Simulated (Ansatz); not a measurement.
# Lu: a sweep of the PAW cutoff

One table from this session's results is given with a row withheld; the runs are named, their logs left out.

Method: DFT, PBE, PAW with Ansatz's default frozen-core files, scalar-relativistic, in Ansatz 0.2.0.

3 further runs of the same task are left out: 3 that didn't finish.

## The system as given

The structure is hexagonal, space group P6_3/mmc (No. 194). Conventional cell: a = 3.510 Å, b = 3.510 Å, c = 5.567 Å, α = 90.00°, β = 90.00°, γ = 120.00°. Lu (site symmetry -6m2) has 12 Lu at 3.44 to 3.51 Å as nearest neighbours.

As a file:

```
Lu
1.0
     3.50990    0.00000    0.00000
    -1.75495    3.03966    0.00000
     0.00000    0.00000    5.56660
Lu
2
Cartesian
  0.0000 2.0264 1.3917
  1.7549 1.0132 4.1749
```

The geometry is a database entry used as it stands. It may stem from high pressure or temperature, or be incomplete, so it serves as a test cell.

Atoms are numbered in the order of the input: Lu1, Lu2.

The first run:

input.yaml reads:

```yaml
crystal:
  lattice:
    - [3.5098988894, 0.0, 0.0]
    - [-1.7549494447, 3.039661603, 0.0]
    - [0.0, 0.0, 5.5666]
  atoms:
    - { symbol: Lu, position: [0.3333333333, 0.6666666667, 0.25] }
    - { symbol: Lu, position: [0.6666666667, 0.3333333333, 0.75] }
kpoints:
  mp_grid: { grid: [13, 13, 8] }
scf:
  occupations: { method: fermi_dirac, width: 0.03 }
hamiltonian:
  xc: pbe
  pseudopotentials: { kind: paw }
output:
  forces: true
  stress: true
  eigenvalues: true
  efg: { contact_densities: true }
basis:
  ecutwfc: 150
```

Among the steps run: With PAW files, cutoff 150 eV; With PAW files, cutoff 200 eV; With PAW files, cutoff 250 eV; With PAW files, cutoff 300 eV; With PAW files, cutoff 500 eV.

One table of the session follows, with a row left open; its other results are not shown here.

| cutoff (eV) | pressure (GPa) |
| --- | --- |
| 150 | 37.13 |
| 200 | 5.28 |
| 250 | ? |
| 300 | -0.83 |
| 500 | -0.90 |

**Question.** Estimate the row for cutoff (eV) = 250.

Worked estimate for «pressure (GPa)». A straight line through the neighbours (200, 5.28) and (300, -0.83) gives 5.28 + (-0.83 − 5.28) × (250 − 200) / (300 − 200) = 2.23; a parabola fitted to 4 rows on both sides gives 2.72.

The run gave: pressure (GPa): 0.32. In «pressure (GPa)» the line misses by +1.91 and the parabola by +2.40. Between these rows the values bend or scatter more than so simple an estimate can follow.

Energies are those extrapolated to zero smearing.

Limits of these values: Warnings in the runs' records: gradients without spin orbit, cutoff below recommended.
